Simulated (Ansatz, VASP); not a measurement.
# Two plane-wave programs on Mg

File INCAR:

```
SYSTEM = Mg
  PREC = Accurate
  ENCUT = 520
  EDIFF = 1E-6
  ISMEAR = -1
  SIGMA = 0.1
  LREAL = .False.
  LASPH = .True.
  NELM = 100
  ALGO = Fast
  ISIF = 2
  LWAVE = .False.
  LCHARG = .True.
  GGA = PS
  LELF = .True.
  LVHAR = .True.
  NBANDS = 7
```

The input KPOINTS:

```
regular mesh
0
Gamma
  12 12 12
  0 0 0
```

File POSCAR:

```
Mg
1.0
    2.9553408843      0.0000000000      0.0000000000
    0.0000000000      2.9553408843      0.0000000000
    0.0000000000      0.0000000000      2.9553408843
Mg
1
Direct
    0.0000000000      0.0000000000      0.0000000000
```

Input for Ansatz:

```yaml
crystal:
  lattice:
    - [2.9553408843, 0.0, 0.0]
    - [0.0, 2.9553408843, 0.0]
    - [0.0, 0.0, 2.9553408843]
  atoms:
    - { symbol: Mg, position: [0.0, 0.0, 0.0] }
hamiltonian:
  xc: pbesol
  pseudopotentials:
    kind: paw
    azcp:
      Mg: "pseudopotentials/Mg.paw.azcp"
basis:
  ecutwfc: 420
  fft_grid_basis: typed
kpoints:
  mp_grid: { grid: [12, 12, 12], shift: [0, 0, 0] }
magnetization:
  spin_polarized: false
scf:
  occupations: { method: fermi_dirac, width: 0.1 }
  lower_state_search: "off"
output:
  stress: true
  write_density: true
  write_potential: true
  elf: true
  volumetric_format: npy
```

Alike in both runs: task single point; functional PBEsol; k mesh 12 × 12 × 12; occupations fermi-dirac, width 0.1 eV; no spin polarisation.

|  | VASP | Ansatz |
| --- | --- | --- |
| version | VASP 6.6.1 | Ansatz 0.2.0 |
| potentials or method | VASP PAW PBE potentials, release 64 (Mg) | plane waves (420 eV) with PAW, scalar-relativistic |
| plane-wave cutoff (eV) | 520 | 420 |
| valence electrons in the cell | 2 | 10 |

|  | VASP | Ansatz | Ansatz less VASP |
| --- | --- | --- | --- |
| pressure (GPa) | 1.1 | 1.1 | +0.01 |

The functional is the same, so the differences come from potentials, cutoffs and numerics. The two sets of potentials don't hold the same shells in valence. Ansatz warned: «pseudo_functional_mismatch».

Caveats: the PAW data sets were made with another functional, which shifts forces and pressure a little (VASP).
